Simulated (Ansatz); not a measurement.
The system is SnO.

```
Sn O
1.0
     3.81370    0.00000    0.00000
     0.00000    3.81370    0.00000
     0.00000    0.00000    4.88691
Sn O
2 2
Direct
  0.50000 0.00000 0.76463
  0.00000 0.50000 0.23537
  0.00000 0.00000 0.00000
  0.50000 0.50000 0.00000
```

The cell is a database's computed one.

```yaml
Program: Ansatz 0.2.0
Task: relaxation of cell and atoms
Functional: PBE
Dispersion: D3(BJ)
Potentials_or_basis: Ansatz PAW
Cutoff: "420 eV (not typed: the program's choice for these potentials)"
k_mesh: 7 × 7 × 6
Occupations: fermi-dirac, width 0.05 eV
Spin: no spin polarisation
```

At the start: volume 17.77 Å³/atom.

Task: How do energy, volume and symmetry change on relaxing?

Result: It ends after 8 steps and the volume is 17.54 Å³/atom (-1.3 %); space group P4/nmm (No. 129, to 0.05 Å).

The path:
```
step  energy change (eV)  largest force (eV/Å)  volume (Å³)
   1              0.0000                0.3861        71.08
   2             -0.0086                0.3512        69.05
   3             -0.0156                0.0328        70.15
   4             -0.0157                0.0097        70.35
   5             -0.0159                0.0010        70.33
   6             -0.0147                0.0015        70.33
   7             -0.0152                0.0002        70.16
   8             -0.0148                0.0004        70.16
```

Final structure:
```yaml
crystal:
  lattice:
    - [3.83764, 0.00000, 0.00000]
    - [0.00000, 3.83764, 0.00000]
    - [0.00000, 0.00000, 4.76383]
  atoms:
    - { symbol: Sn, position: [0.50000, 0.00000, 0.75687] }
    - { symbol: Sn, position: [0.00000, 0.50000, 0.24313] }
    - { symbol: O, position: [0.00000, 0.00000, 0.00000] }
    - { symbol: O, position: [0.50000, 0.50000, 0.00000] }
```

Caveat: the plane-wave basis is chosen anew once the cell has moved, so the energies of steps on either side of that aren't comparable; the pressure holds a Pulay correction of +0.5 GPa for the finite cutoff.
